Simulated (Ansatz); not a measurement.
# TiAl27: the cost of one run

All numbers below are computed with Ansatz 0.2.0 (DFT PBE+D3(BJ), plane waves, PAW, scalar-relativistic, no spin polarisation).

## Step 1: Starting point

The cell holds 28 atoms (Al27Ti): a = 8.591 Å, b = 8.591 Å, c = 15.677 Å, α = 90.00°, β = 90.00°, γ = 60.00°.

Structure file:

```cif
data_structure
_symmetry_space_group_name_H-M 'P 1'
_symmetry_Int_Tables_number 1
_cell_length_a 8.5913
_cell_length_b 8.5913
_cell_length_c 15.6765
_cell_angle_alpha 90.000
_cell_angle_beta 90.000
_cell_angle_gamma 60.000
_cell_volume 1002.08
loop_
_atom_site_label
_atom_site_type_symbol
_atom_site_fract_x
_atom_site_fract_y
_atom_site_fract_z
_atom_site_occupancy
Al1 Al 0.11111 0.11111 0.06379 1
Al2 Al 0.44444 0.11111 0.06379 1
Al3 Al 0.77778 0.11111 0.06379 1
Al4 Al 0.11111 0.44444 0.06379 1
Al5 Al 0.44444 0.44444 0.06379 1
Al6 Al 0.77778 0.44444 0.06379 1
Al7 Al 0.11111 0.77778 0.06379 1
Al8 Al 0.44444 0.77778 0.06379 1
Al9 Al 0.77778 0.77778 0.06379 1
Al10 Al 0.88889 0.22222 0.21295 1
Al11 Al 0.22222 0.22222 0.21295 1
Al12 Al 0.55556 0.22222 0.21295 1
Al13 Al 0.88889 0.55556 0.21295 1
Al14 Al 0.22222 0.55556 0.21295 1
Al15 Al 0.55556 0.55556 0.21295 1
Al16 Al 0.88889 0.88889 0.21295 1
Al17 Al 0.22222 0.88889 0.21295 1
Al18 Al 0.55556 0.88889 0.21295 1
Al19 Al 0.00000 0.00000 0.36210 1
Al20 Al 0.33333 0.00000 0.36210 1
Al21 Al 0.66667 0.00000 0.36210 1
Al22 Al 0.00000 0.33333 0.36210 1
Al23 Al 0.33333 0.33333 0.36210 1
Al24 Al 0.66667 0.33333 0.36210 1
Al25 Al 0.00000 0.66667 0.36210 1
Al26 Al 0.33333 0.66667 0.36210 1
Al27 Al 0.66667 0.66667 0.36210 1
Ti1 Ti 0.11057 0.44556 0.51265 1
```

## Step 2: End point A

Input file input.yaml:

```yaml
crystal:
  lattice:
    - [8.591347, 0.0, 0.0]
    - [4.295674, 7.440325, 0.0]
    - [0.0, 0.0, 15.676537]
  atoms:
    - { symbol: Al, position: [0.1111111, 0.1111111, 0.0637896] }
    - { symbol: Al, position: [0.4444444, 0.1111111, 0.0637896] }
    - { symbol: Al, position: [0.7777778, 0.1111111, 0.0637896] }
    - { symbol: Al, position: [0.1111111, 0.4444444, 0.0637896] }
    - { symbol: Al, position: [0.4444444, 0.4444444, 0.0637896] }
    - { symbol: Al, position: [0.7777778, 0.4444444, 0.0637896] }
    - { symbol: Al, position: [0.1111111, 0.7777778, 0.0637896] }
    - { symbol: Al, position: [0.4444444, 0.7777778, 0.0637896] }
    - { symbol: Al, position: [0.7777778, 0.7777778, 0.0637896] }
    - { symbol: Al, position: [-0.1111111, 0.2222222, 0.2129468] }
    - { symbol: Al, position: [0.2222222, 0.2222222, 0.2129468] }
    - { symbol: Al, position: [0.5555556, 0.2222222, 0.2129468] }
    - { symbol: Al, position: [-0.1111111, 0.5555556, 0.2129468] }
    - { symbol: Al, position: [0.2222222, 0.5555556, 0.2129468] }
    - { symbol: Al, position: [0.5555556, 0.5555556, 0.2129468] }
    - { symbol: Al, position: [-0.1111111, 0.8888889, 0.2129468] }
    - { symbol: Al, position: [0.2222222, 0.8888889, 0.2129468] }
    - { symbol: Al, position: [0.5555556, 0.8888889, 0.2129468] }
    - { symbol: Al, position: [0.0, 0.0, 0.362104] }
    - { symbol: Al, position: [0.3333333, 0.0, 0.362104] }
    - { symbol: Al, position: [0.6666667, 0.0, 0.362104] }
    - { symbol: Al, position: [0.0, 0.3333333, 0.362104] }
    - { symbol: Al, position: [0.3333333, 0.3333333, 0.362104] }
    - { symbol: Al, position: [0.6666667, 0.3333333, 0.362104] }
    - { symbol: Al, position: [0.0, 0.6666667, 0.362104] }
    - { symbol: Al, position: [0.3333333, 0.6666667, 0.362104] }
    - { symbol: Al, position: [0.6666667, 0.6666667, 0.362104] }
    - { symbol: Ti, position: [0.1105668, 0.4455608, 0.5126475] }
basis:
  ecutwfc: 420.0
kpoints:
  mp_grid: { grid: [3, 3, 1] }
hamiltonian:
  xc: pbe
  dispersion: d3bj
scf:
  occupations: { method: gaussian, width: 0.05 }
  lower_state_search: "off"
relax:
  f_tol: 0.03
  max_steps: 60
  adjacent_minimum: "off"
  constraints: [{ sites: [0, 1, 2, 3, 4, 5, 6, 7, 8] }]
```

Started as:

```sh
$ ansatz run input.yaml --threads 4 --pin off --max-ram 10240MiB --backend cpu --events-out ev --progress --plain --runs-dir out
```

Q: Estimate wall time and peak memory on 4 threads of AMD EPYC 9R14 (Zen 4), shared host.

About 1.8 min, with a peak of 1.8 GiB.
